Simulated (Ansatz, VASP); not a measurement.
**MgO in VASP and in Ansatz**

Contents of POSCAR:

```
MgO
1.0
    3.2882171868      0.0000000001      0.0000000000
   -1.6441085934      2.8476796169      0.0000000000
    0.0000000000      0.0000000000      5.2357410676
Mg O
2 2
Direct
    0.3333333333      0.6666666667     -0.0046168588
    0.6666666667      0.3333333333      0.4953831412
    0.3333333333      0.6666666667      0.3796168588
    0.6666666667      0.3333333333      0.8796168588
```

INCAR.step1

```
SYSTEM = MgO
ALGO = Normal
EDIFF = 1E-4
ENCUT = 520
GGA = PE
ISMEAR = 0
LASPH = .True.
LCHARG = .False.
LREAL = .False.
LWAVE = .True.
NBANDS = 16
NELM = 60
PREC = Accurate
SIGMA = 0.01
```

The input INCAR.step2:

```
SYSTEM = MgO
ALGO = Normal
EDIFF = 1E-6
ENCUT = 520
ISIF = 2
ISMEAR = 0
ISTART = 1
LASPH = .True.
LCHARG = .True.
LELF = .True.
LMIXTAU = .True.
LREAL = .False.
LVHAR = .True.
LWAVE = .False.
METAGGA = R2SCAN
NBANDS = 16
NELM = 60
PREC = Accurate
SIGMA = 0.01
```

File KPOINTS:

```
k-points
0
Gamma
  12 12 6
  0 0 0
```

Input for Ansatz:

```yaml
crystal:
  lattice:
    - [3.2882171868, 1.0e-10, 0.0]
    - [-1.6441085934, 2.8476796169, 0.0]
    - [0.0, 0.0, 5.2357410676]
  atoms:
    - { symbol: Mg, position: [0.3333333333, 0.6666666667, -0.0046168588] }
    - { symbol: Mg, position: [0.6666666667, 0.3333333333, 0.4953831412] }
    - { symbol: O, position: [0.3333333333, 0.6666666667, 0.3796168588] }
    - { symbol: O, position: [0.6666666667, 0.3333333333, 0.8796168588] }
kpoints:
  mp_grid: { grid: [12, 12, 6] }
  band_path:
    path:
      - [0.0, 0.0, 0.0]
      - [0.5, 0.0, 0.0]
      - [0.3333333333, 0.3333333333, 0.0]
      - [0.0, 0.0, 0.5]
      - [0.5, 0.0, 0.5]
      - [0.3333333333, 0.3333333333, 0.5]
    npoints: 1
hamiltonian:
  xc: r2scan
scf:
  occupations: { method: fixed }
  n_extra_bands: 5
output:
  forces: true
  stress: true
  eigenvalues: true
```

Change from the starting cell: uniaxial_z strain +4.0%.

Alike in both runs: task single point; functional r2SCAN; k mesh 12 × 12 × 6; no spin polarisation.

|  | VASP | Ansatz |
| --- | --- | --- |
| version | VASP 6.6.1 | Ansatz 0.2.0 |
| potentials or method | VASP PAW PBE potentials, release 64 (Mg, O) | plane waves, PAW |
| plane-wave cutoff (eV) | 520 | 500 |
| occupations | gaussian, width 0.01 eV | fixed |
| valence electrons in the cell | 16 | 32 |

|  | VASP | Ansatz | Ansatz less VASP |
| --- | --- | --- | --- |
| gap on the k mesh at the Fermi level (eV) | 4.13 | 4.14 | +0.014 |
| pressure (GPa) | -4.7 | -4.1 | +0.59 |
| largest component of the traceless stress (GPa) | 1.53 | 1.54 | +0.013 |

The two sets of potentials don't hold the same shells in valence.

Caveats: the PAW data sets were made with another functional, which shifts forces and pressure a little (VASP). A k mesh can miss the band edges.
